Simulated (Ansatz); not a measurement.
## MnS under changes of volume

One of the cells (17.667 Å³/atom); the others are scaled copies at fixed shape and fractional positions:

```xyz
2
Lattice="0.0000 2.6045 2.6045 2.6045 0.0000 2.6045 2.6045 2.6045 0.0000" Properties=species:S:1:pos:R:3 pbc="T T T"
Mn    0.0000    0.0000    0.0000
S     2.6045    2.6045    2.6045
```

| Quantity | Value |
| --- | --- |
| Program | Ansatz 0.2.0 |
| Functional | PBE |
| Potentials or basis | Ansatz PAW |
| Cutoff | 420 eV (not typed: the program's choice for these potentials) |
| k mesh | 9 × 9 × 9 |
| Occupations | fermi-dirac, width 0.05 eV |
| Spin | collinear spin, ferromagnetic start |
| Starting moments | [4.0, 0.0] μB |

```tsv
volume (Å³/atom)	energy over the lowest point (meV/atom)	pressure (GPa)	moment (μB per cell)
16.607	0.00	0.3	4.54
16.961	0.16	-0.7	4.61
17.314	2.74	-1.8	4.67
17.667	7.82	-2.9	4.71
18.021	15.20	-3.9	4.76
18.374	24.59	-4.8	4.79
18.727	?	?	?
```

Task: What does the run at 18.727 Å³/atom give?

Result: Energy over the lowest point 35.94 meV/atom; pressure -5.6 GPa; moment 4.83 μB per cell.

Worked out: A Birch-Murnaghan fit of order 3 (a polynomial in V^(-2/3)) to the other rows has its minimum at 16.77 Å³/atom with B0 = V·E''(V) = 57 GPa (rough, since the energies scatter). It gives 36.03 meV/atom at 18.727 Å³/atom, against the run's 35.94, and -dE/dV = -5.6 GPa, against -5.6. A parabola through the other rows of the moment, of slope 0.0559 μB per Å³/atom there, extrapolates to 4.81 μB, against the run's 4.83.

Energies are extrapolated to zero smearing.

Caveats: a cell with one magnetic atom can't hold antiferromagnetic order, which such compounds often take.
